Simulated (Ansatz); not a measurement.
Input and command of a plane-wave DFT calculation in Ansatz:

```yaml
crystal:
  lattice:
    - [2.8763738212, 0.0, 0.0]
    - [-1.4381869106, 2.4910127999, 0.0]
    - [0.0, 0.0, 15.9392921929]
  atoms:
    - { symbol: Co, position: [0.0, 0.0, 0.0], spin: 2.76 }
    - { symbol: O, position: [0.6666666667, 0.3333333333, 0.0842498022], spin: 0.4 }
    - { symbol: Co, position: [0.3333333333, 0.6666666667, 0.1670833102], spin: 2.75 }
    - { symbol: O, position: [0.0, 0.0, 0.25], spin: 0.38 }
    - { symbol: Co, position: [0.6666666667, 0.3333333333, 0.3329166898], spin: 2.75 }
    - { symbol: O, position: [0.3333333333, 0.6666666667, 0.4157501978], spin: 0.4 }
    - { symbol: Co, position: [0.0, 0.0, 0.5], spin: 2.76 }
    - { symbol: O, position: [0.3333333333, 0.6666666667, 0.5842498022], spin: 0.4 }
    - { symbol: Co, position: [0.6666666667, 0.3333333333, 0.6670833102], spin: 2.75 }
    - { symbol: O, position: [0.0, 0.0, 0.75], spin: 0.38 }
    - { symbol: Co, position: [0.3333333333, 0.6666666667, 0.8329166898], spin: 2.75 }
    - { symbol: O, position: [0.6666666667, 0.3333333333, 0.9157501978], spin: 0.4 }
basis:
  ecutwfc: 420
kpoints:
  mp_grid: { grid: [21, 21, 6] }
hamiltonian:
  xc: pbe
scf:
  occupations: { method: gaussian, width: 0.1 }
  lower_state_search: "off"
output:
  forces: true
  stress: true
  eigenvalues: true
  populations: true
magnetization:
  spin_polarized: true
```

```bash
ansatz run input.yaml --threads 2 --pin off --max-ram 5120MiB --backend cpu --events-out ev --progress --plain --runs-dir out
```

Processor: Arm Neoverse V2, 2 threads, on a host shared with other jobs.

Task: How long does it run, and how much memory does it take?

Result: About 3.8 min on 2 threads of Arm Neoverse V2 (shared host), peak memory 2.4 GiB. It solves 95 bands at 192 k points (the mesh reduced by the symmetry that the task leaves, which can be less than the crystal's) with about 2237 plane waves, in 23 SCF iterations.
